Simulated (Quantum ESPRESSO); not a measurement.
# BeTe in Quantum ESPRESSO: the effect of functional

The system is BeTe.

```
Te Be
1.0
     0.00000    2.77000    2.77000
     2.77000    0.00000    2.77000
     2.77000    2.77000    0.00000
Te Be
1 1
Direct
  0.75000 0.75000 0.75000
  0.00000 0.00000 0.00000
```

Alike in all runs:

```yaml
Program: Quantum ESPRESSO 7.5
Task: band structure
Potentials_or_basis: SG15 PBE 1.2
Cutoff: 952 eV
Density_cutoff: 3810 eV
k_mesh: 8 × 8 × 8
Occupations: fermi-dirac, width 0.05 eV
Spin: no spin polarisation
```

```tsv
functional	gap on the mesh (eV)	pressure (GPa)
LDA	1.81	-0.3
PBEsol	?	?
RPBE	1.94	6.5
AM05	1.85	2.3
BLYP	2.15	7.0
HLE16	3.00	-4.8
```

Problem. What does the run with functional PBEsol give?

Solution. gap on the mesh 1.77 eV; pressure 2.0 GPa.

Caveats: the potentials were made for another functional, which shifts forces and pressure; spin-orbit coupling is left out, which moves the levels of the heavy elements; the potentials were made for a functional far from this one (some runs).

Runs at the PBE level aren't shown here.
